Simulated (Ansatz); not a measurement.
Computed with Ansatz on PBE0-D4/def2-TZVP structures; ΔE is electronic, products minus reactants. CCSD(T)/CBS is the MP2 limit (def2-TZVPP, def2-QZVPP) plus CCSD(T) − MP2 in def2-TZVPP, frozen cores. Functionals use def2-TZVPP. For Ge outer-core shells are correlated without core-valence functions, which leaves a few kJ/mol of doubt a bond. Scalar relativity is left out up to krypton. Each species was taken in one conformer, which may not be the lowest.

Reaction (substitution at a C–Si bond): `C=C[SiH2][NH][GeH3]` + `CC(=O)O` → `C=COC(C)=O` + `[SiH3][NH][GeH3]`

```tsv
level	ΔE (kJ/mol)
BHLYP	65.1
CCSD/def2-TZVPP	71.9
```

(1) What does CCSD(T)/CBS give? (Estimate.)

(2) What do rigid-rotor, harmonic-oscillator terms from PBE0-D4/def2-TZVP frequencies (298.15 K, 1 bar) make of the CCSD(T)/CBS value? (Best estimate.)

Largest T1 diagnostic among the species: 0.015.

## Answers

(1) The calculation gave: +74.3 kJ/mol. The listed levels differ from it by -9.2, -2.4 kJ/mol.

(2) Ansatz gave: ΔZPE = -7.1 kJ/mol, ΔH = +67.2 kJ/mol, ΔS = -1 J/(mol·K), ΔG = +67.6 kJ/mol. Modes under 50 cm⁻¹ make the entropy rough.

From r2SCAN to r2SCAN0 (25 % exact exchange), in def2-TZVPP and without D4, ΔE moves by +3.3 kJ/mol. Leaving LDA and LC-ωPBE aside and taking each functional with its dispersion term where it has one, the values, not all of them listed here, spread over 9.5 kJ/mol, from BLYP-D4 to PBE-QIDH. LDA lies −7.4 kJ/mol from PBE without D4.

CCSD(T)/CBS has its own doubt, a few kJ/mol and more with outer-core shells, so smaller differences from it don't rank the levels.
